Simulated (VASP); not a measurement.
# TiC (Fm-3m) in VASP: a series of runs

The runs below take TiC through relaxation of cell and atoms, with PBEsol.

Program: VASP 6.6.1. These are calculated values, not measurements. Logs are shortened: lines on timing, memory, paths and dates and some standing lists are left out, and cuts for length are marked.

### 1 The structure

It takes space group Fm-3m (No. 225, cubic). Conventional cell: a = 4.319 Å, b = 4.319 Å, c = 4.319 Å, α = 90.00°, β = 90.00°, γ = 90.00°. Ti (site symmetry m-3m) has 6 C at 2.16 Å as nearest neighbours. C (site symmetry m-3m) has 6 Ti at 2.16 Å as nearest neighbours.

### 2 Relaxation of cell and atoms, PBEsol

INCAR

```
ALGO     = Fast           # electronic algorithm
EDIFF    = 1E-7           # SCF threshold, eV
EDIFFG   = -0.002         # ionic threshold
ENCUT    = 520            # plane-wave cutoff, eV
GGA      = PS             # functional
IBRION   = 2              # ionic algorithm
ISIF     = 3              # what is computed and relaxed
ISMEAR   = 0              # smearing method
KPAR     = 4            
LASPH    = True           # aspherical terms in the spheres
LCHARG   = False          # write CHGCAR
LREAL    = False          # projectors in reciprocal space
LWAVE    = False          # write WAVECAR
NELM     = 100            # most SCF steps
NSW      = 80             # ionic steps
PREC     = Accurate       # precision mode
SIGMA    = 0.1            # smearing width, eV
```

KPOINTS

```
k-points
0
Gamma
  16 16 16
```

POSCAR

```
TiC
1.0
    0.0000000000      2.1593000000      2.1593000000
    2.1593000000      0.0000000000      2.1593000000
    2.1593000000      2.1593000000      0.0000000000
Ti C
1 1
Direct
    0.0000000000      0.0000000000      0.0000000000
    0.5000000000      0.5000000000      0.5000000000
```

Potentials or basis: VASP PAW PBE potentials, release 64 (Ti_sv, C).

Command:

```bash
> cat potpaw_PBE.64/Ti_sv/POTCAR potpaw_PBE.64/C/POTCAR > POTCAR
> mpirun -np 4 vasp_std > vasp.out
```

OUTCAR:

```text
EDIFF = 1E-7
   EDIFFG = -0.002
   ENCUT = 520
   GGA = PS
   IBRION = 2
   ISIF = 3
   ISMEAR = 0
   LASPH = True
   LREAL = False
   NELM = 100
   NSW = 80
   PREC = Accurate

 ion  position               nearest neighbor table
   1  0.000  0.000  0.000-   2 2.16   2 2.16   2 2.16   2 2.16   2 2.16   2 2.16
   2  0.500  0.500  0.500-   1 2.16   1 2.16   1 2.16   1 2.16   1 2.16   1 2.16

  LATTYP: Found a face centered cubic cell.
 ALAT       =     4.3186000000

  Lattice vectors:

 A1 = (   0.0000000000,   2.1593000000,   2.1593000000)
 A2 = (   2.1593000000,   0.0000000000,   2.1593000000)
 A3 = (   2.1593000000,   2.1593000000,   0.0000000000)

Analysis of symmetry for initial positions (statically):
=====================================================================
 Subroutine PRICEL returns:
 Original cell was already a primitive cell.

 Routine SETGRP: Setting up the symmetry group for a
 face centered cubic supercell.

 Subroutine GETGRP returns: Found 48 space group operations
 (whereof 48 operations were pure point group operations)
 out of a pool of 48 trial point group operations.

The static configuration has the point symmetry O_h .

Analysis of symmetry for dynamics (positions and initial velocities):
=====================================================================
 Subroutine PRICEL returns:
 Original cell was already a primitive cell.

 Routine SETGRP: Setting up the symmetry group for a
 face centered cubic supercell.

 Subroutine GETGRP returns: Found 48 space group operations
 (whereof 48 operations were pure point group operations)
 out of a pool of 48 trial point group operations.

The dynamic configuration has the point symmetry O_h .

 Subroutine INISYM returns: Found 48 space group operations
 (whereof 48 operations are pure point group operations),
 and found     1 'primitive' translations

----------------------------------------------------------------------------------------

                                     Primitive cell

  volume of cell :      20.1358

  direct lattice vectors                    reciprocal lattice vectors
     0.000000000  2.159300000  2.159300000    -0.231556523  0.231556523  0.231556523
     2.159300000  0.000000000  2.159300000     0.231556523 -0.231556523  0.231556523
     2.159300000  2.159300000  0.000000000     0.231556523  0.231556523 -0.231556523

  length of vectors
     3.053711345  3.053711345  3.053711345     0.401067663  0.401067663  0.401067663

  position of ions in fractional coordinates (direct lattice)
     0.000000000  0.000000000  0.000000000
     0.500000000  0.500000000  0.500000000

  ion indices of the primitive-cell ions
   primitive index   ion index
                 1           1
                 2           2

----------------------------------------------------------------------------------------

 KPOINTS: k-points

Automatic generation of k-mesh.
 Grid dimensions read from file:
 generate k-points for:   16   16   16

 Generating k-lattice:

  Cartesian coordinates                     Fractional coordinates (reciprocal lattice)
    -0.014472283  0.014472283  0.014472283     0.062500000  0.000000000  0.000000000
     0.014472283 -0.014472283  0.014472283     0.000000000  0.062500000  0.000000000
     0.014472283  0.014472283 -0.014472283     0.000000000  0.000000000  0.062500000

  Length of vectors
     0.025066729  0.025066729  0.025066729

  Shift w.r.t. Gamma in fractional coordinates (k-lattice)
     0.000000000  0.000000000  0.000000000

 Subroutine IBZKPT returns following result:
 ===========================================

 Found    145 irreducible k-points:

 Following reciprocal coordinates:
            Coordinates               Weight
  0.000000  0.000000  0.000000      1.000000
  0.062500  0.000000  0.000000      8.000000
  0.125000  0.000000  0.000000      8.000000
  0.187500  0.000000  0.000000      8.000000
  0.250000  0.000000  0.000000      8.000000
  0.312500  0.000000  0.000000      8.000000
[... 16 lines left out ...]
 -0.125000  0.062500  0.000000     24.000000
 -0.062500  0.062500  0.000000     12.000000
 [... further k-points ...]
   k-points           NKPTS =    145   k-points in BZ     NKDIM =    145   number of bands    NBANDS=     12
   number of dos      NEDOS =    301   number of ions     NIONS =      2
   total plane-waves  NPLWV =  13824
   dimension x,y,z NGX =    24 NGY =   24 NGZ =   24
   dimension x,y,z NGXF=    48 NGYF=   48 NGZF=   48
   ions per type =               1   1
   NGX,Y,Z   is equivalent  to a cutoff of  13.07, 13.07, 13.07 a.u.
   NGXF,Y,Z  is equivalent  to a cutoff of  26.13, 26.13, 26.13 a.u.
 SYSTEM =  unknown system
   PREC   = accura    normal or accurate (medium, high low for compatibility)
   ISTART =      0    job   : 0-new  1-cont  2-samecut
   ICHARG =      2    charge: 1-file 2-atom 10-const
   ISPIN  =      1    spin polarized calculation?
   LNONCOLLINEAR =      F non collinear calculations
   LSORBIT =      F    spin-orbit coupling
   LASPH  =      T    aspherical Exc in radial PAW
   ENCUT  =  520.0 eV  38.22 Ry    6.18 a.u.   5.68  5.68  5.68*2*pi/ulx,y,z
   NELM   =    100;   NELMIN=  2; NELMDL= -5     # of ELM steps
   EDIFF  = 0.1E-06   stopping-criterion for ELM
   LREAL  =      F    real-space projection
   EDIFFG = -.2E-02   stopping-criterion for IOM
   NSW    =     80    number of steps for IOM
   IBRION =      2    ionic relax: 0-MD 1-quasi-New 2-CG
   NFREE  =      1    steps in history (QN), initial steepest desc. (CG)
   ISIF   =      3    stress and relaxation
   ISYM   =      2    0-nonsym 1-usesym 2-fastsym
   POTIM  = 0.5000    time-step for ionic-motion
   TEBEG  =    0.0;   TEEND  =   0.0 temperature during run
   PSTRESS=    0.0 pullay stress
   NELECT =      16.0000    total number of electrons
   NUPDOWN=      -1.0000    fix difference up-down
   EMIN   =  10.00;   EMAX   =-10.00  energy-range for DOS
   EFERMI =   0.00;   METHOD = LEGACY
   ISMEAR =     0;   SIGMA  =   0.10  broadening in eV -4-tet -1-fermi 0-gaus
   EFERMI_NEDOS =   21; number of points for ismear=-14 and -15
   IALGO  =     68    algorithm
   IMIX   =      4    mixing-type and parameters
     AMIX     =   0.40;   BMIX     =  1.00
     AMIX_MAG =   1.60;   BMIX_MAG =  1.00
  volume/ion in A,a.u.               =      10.07        67.94
  Fermi-wavevector in a.u.,A,eV,Ry     =   1.516323  2.865436 31.283015  2.299237
  Thomas-Fermi vector in A             =   2.625728
   LORBIT       =      0    0 simple, 1 ext, 2 COOP (PROOUT), +10 PAW based schemes
   GGA     = PS    functional components
   LHFCALC =     F    Hartree Fock is set to
   AEXX    =    0.0000 exact exchange contribution
   IVDW    =     0    specifies the selected vdW correction
   LEPSILON=     F    determine dielectric tensor
   LRPA    =     F    only Hartree local field effects (RPA)
 conjugate gradient relaxation of ions
 non-spin polarized calculation
 RMM-DIIS sequential band-by-band and
 Gauss-broadening in eV      SIGMA  =   0.10
  energy-cutoff  :      520.00
  volume of cell :       20.14
 maximum number of plane-waves:       560
   NGX = 11   NGY = 11   NGZ = 11

--------------------------------------- Ionic step        1  -------------------------------------------

 number of electron      16.0000002 magnetization

 Free energy of the ion-electron system (eV)
  ---------------------------------------------------
  ext. energy  EPLUGINS =         0.00000000
  ---------------------------------------------------
  free energy    TOTEN  =       -19.79804426 eV

  energy without entropy =      -19.79605609  energy(sigma->0) =      -19.79705017

------------------------ aborting loop because EDIFF is reached ----------------------------------------

  FORCE on cell =-STRESS in cart. coord.  units (eV):
  Direction    XX          YY          ZZ          XY          YZ          ZX
  --------------------------------------------------------------------------------------
  -------------------------------------------------------------------------------------
  Total       -0.5395646     -0.5395646     -0.5395646     -0.0000000      0.0000000     -0.0000000
  in kB      -42.9323886    -42.9323886    -42.9323886     -0.0000000      0.0000000     -0.0000000
  external PRESSURE =     -42.9323886 kB  Pullay stress =       0.0000000 kB
[... 57 lines left out ...]
  energy  without entropy=      -19.7921573029  energy(sigma->0) =      -19.79310242

--------------------------------------- Ionic step        3  -------------------------------------------

 number of electron      16.0000003 magnetization

 Free energy of the ion-electron system (eV)
  ---------------------------------------------------
  ext. energy  EPLUGINS =         0.00000000
  ---------------------------------------------------
  free energy    TOTEN  =       -19.80256502 eV

  energy without entropy =      -19.80061430  energy(sigma->0) =      -19.80158966

 E-fermi :   9.5922     XC(G=0): -12.9928

 val. band max:        9.5820692323   @ k =   0.1250   0.1250   0.0000
 cond. band min:       9.5938614962   @ k =   0.1250   0.0625   0.0000
 fundamental gap:      0.0117922639
 Fermi energy:         9.5922107992

 k-point     1 :       0.0000    0.0000    0.0000
  band No.  band energies     occupation
      1     -46.6520      2.00000
      2     -22.7646      2.00000
      3     -22.7646      2.00000
      4     -22.7646      2.00000
      5      -2.8830      2.00000
      6      10.2757      0.00000
      7      10.2757      0.00000
      8      10.2757      0.00000
      9      11.3400      0.00000
     10      11.3400      0.00000
     11      11.3400      0.00000
     12      11.3841      0.00000
[... 331 lines left out ...]
 k-point    24 :      -0.0625    0.0625    0.0000
  band No.  band energies     occupation
      1     -46.6437      2.00000
      2     -22.8173      2.00000
      3     -22.7792      2.00000
      4     -22.7659      2.00000
      5      -2.6403      2.00000
      6       9.3730      1.99807
      7       9.5454      1.49246
      8       9.5788      1.15032
      9      10.3916      0.00000
     10      11.0156      0.00000
     11      11.9378      0.00000
     12      12.5325      0.00000

 [... further k-points ...]

------------------------ aborting loop because EDIFF is reached ----------------------------------------

  FORCE on cell =-STRESS in cart. coord.  units (eV):
  Direction    XX          YY          ZZ          XY          YZ          ZX
  --------------------------------------------------------------------------------------
  -------------------------------------------------------------------------------------
  Total       -0.0025283     -0.0025283     -0.0025283     -0.0000000      0.0000000     -0.0000000
  in kB       -0.2045387     -0.2045387     -0.2045387     -0.0000000      0.0000000     -0.0000000
  external PRESSURE =      -0.2045387 kB  Pullay stress =       0.0000000 kB
[... 17 lines left out ...]
  FREE ENERGIE OF THE ION-ELECTRON SYSTEM (eV)
  ---------------------------------------------------
  free  energy   TOTEN  =       -19.8025650235 eV

  energy  without entropy=      -19.8006142962  energy(sigma->0) =      -19.80158966

 reached required accuracy - stopping structural energy minimisation
```

Run time: 84 s. Hardware: 4 MPI ranks of AMD EPYC 7R13 (Zen 3), shared host; peak memory 0.14 GiB.

What came out:

```yaml
Free_energy: -19.8026 eV
Relaxed_volume: 9.90 Å³/atom
Relaxed_cell: a = 3.037 Å, b = 3.037 Å, c = 3.037 Å, α = 60.00°, β = 60.00°, γ = 60.00°
Space_group_after_relaxing_to_0.05_Å: Fm-3m (No. 225)
Energy_gained_by_relaxing: 2.3 meV/atom
Ionic_steps: 3
Pressure_after_relaxing: 0.0 GPa
Band_gap_on_the_k_mesh: none (metal or under the smearing width)
```

The path:
```tsv
step	energy change (eV)	largest force (eV/Å)	pressure (GPa)	volume (Å³)
1	0.0000	0.0000	-4.29	20.14
2	0.0040	0.0000	6.28	19.36
3	-0.0045	0.0000	-0.02	19.80
```

Final structure:
```yaml
crystal:
  lattice:
    - [0.00000, 2.14739, 2.14739]
    - [2.14739, 0.00000, 2.14739]
    - [2.14739, 2.14739, 0.00000]
  atoms:
    - { symbol: Ti, position: [0.00000, 0.00000, 0.00000] }
    - { symbol: C, position: [0.50000, 0.50000, 0.50000] }
```

Caveat: the PAW data sets were made with another functional, which shifts forces and pressure a little.

### 3 Relaxation of cell and atoms, PBEsol

This run uses another cell than the first one, of 9.90 Å³/atom, 0.984 times its volume.

INCAR is that of step 2.

KPOINTS is that of step 2.

POSCAR

```
TiC                                     
1.0
    0.0000000000      2.1473938484      2.1473938484
    2.1473938484     -0.0000000000      2.1473938484
    2.1473938484      2.1473938484     -0.0000000000
  Ti              C             
     1     1
Direct
     0.0000000000000000    0.0000000000000000    0.0000000000000000
     0.5000000000000000    0.5000000000000000    0.5000000000000000
```

Potentials or basis: VASP PAW PBE potentials, release 64 (Ti_sv, C).

Command:

```bash
> cat potpaw_PBE.64/Ti_sv/POTCAR potpaw_PBE.64/C/POTCAR > POTCAR
> mpirun -np 4 vasp_std > vasp.out
```

Run time: 40 s. Hardware: 4 MPI ranks of AMD EPYC 7R13 (Zen 3), shared host; peak memory 0.14 GiB.

Results (log left out):

```yaml
Free_energy: -19.8024 eV
Pressure_after_relaxing: 0.0 GPa
Band_gap_on_the_k_mesh: none (metal or under the smearing width)
```

Final structure:
```
Ti C
1.0
     0.00000    2.14739    2.14739
     2.14739    0.00000    2.14739
     2.14739    2.14739    0.00000
Ti C
1 1
Direct
  0.00000 0.00000 0.00000
  0.50000 0.50000 0.50000
```

Levels at points of the mesh, in eV from the Fermi level:
```csv
k point,band 4,band 5,band 6,band 7,band 8,band 9,band 10,band 11,band 12
"(0.00, 0.00, 0.00)",-32.36,-12.48,0.68,0.68,0.68,1.75,1.75,1.75,1.79
"(0.50, 0.00, 0.00)",-32.41,-8.83,-5.98,-2.97,-2.97,3.03,3.03,4.37,8.31
"(0.50, 0.50, 0.00)",-32.54,-10.15,-3.45,-1.74,0.01,0.01,2.84,3.66,3.66
```

Caveat: the relaxation stopped at its first step, so nothing moved; the PAW data sets were made with another functional, which shifts forces and pressure a little.
